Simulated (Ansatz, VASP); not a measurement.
**TiAl in VASP and in Ansatz**

Contents of INCAR:

```
SYSTEM = TiAl
PREC = Accurate
ENCUT = 520
EDIFF = 1E-6
ISMEAR = 0
SIGMA = 0.1
LREAL = .FALSE.
LASPH = .TRUE.
NELM = 100
ALGO = Normal
ISIF = 2
LWAVE = .FALSE.
LCHARG = .TRUE.
GGA = PE
LELF = .TRUE.
LVHAR = .TRUE.
NBANDS = 14
```

Contents of KPOINTS:

```
Automatic mesh
0
G
  18 18 10
  0 0 0
```

File POSCAR:

```
TiAl
1.0
    2.8000822786      0.0000000000      0.0000000000
   -1.4000411392      2.4249423859      0.0000000000
    0.0000000000      0.0000000000      4.6386467603
Ti Al
1 1
Direct
    0.0000000000      0.0000000000      0.0000000000
    0.3333333300      0.6666666700      0.5000000000
```

Input for Ansatz:

```yaml
crystal:
  lattice:
    - [2.8000822786, 0.0, 0.0]
    - [-1.4000411392, 2.4249423859, 0.0]
    - [0.0, 0.0, 4.6386467603]
  atoms:
    - { symbol: Ti, position: [0.0, 0.0, 0.0] }
    - { symbol: Al, position: [0.33333333, 0.66666667, 0.5] }
basis:
  ecutwfc: 420
kpoints:
  mp_grid: { grid: [18, 18, 10] }
hamiltonian:
  xc: pbe
scf:
  occupations: { method: gaussian, width: 0.1 }
output:
  forces: true
  stress: true
  eigenvalues: true
```

Alike in both runs: task single point; functional PBE; k mesh 18 × 18 × 10; occupations gaussian, width 0.1 eV; no spin polarisation.

|  | VASP | Ansatz |
| --- | --- | --- |
| version | VASP 6.6.1 | Ansatz 0.2.0 |
| potentials or method | VASP PAW PBE potentials, release 64 (Ti_sv, Al) | scalar-relativistic, plane waves, PAW |
| plane-wave cutoff (eV) | 520 | 420 |
| valence electrons in the cell | 15 | 15 |

VASP gave:

- gap on the k mesh at the Fermi level (eV): none
- pressure (GPa): 6.6
- largest component of the traceless stress (GPa): 2.00

**Question.** Which values does Ansatz return?

**Answer.** gap on the k mesh at the Fermi level (eV): none; pressure (GPa): 6.7; largest component of the traceless stress (GPa): 2.04.

A gap of «none» marks a metal or a gap that the smearing closes. With one functional, cell and mesh, what is left measures potentials, basis and numerics.
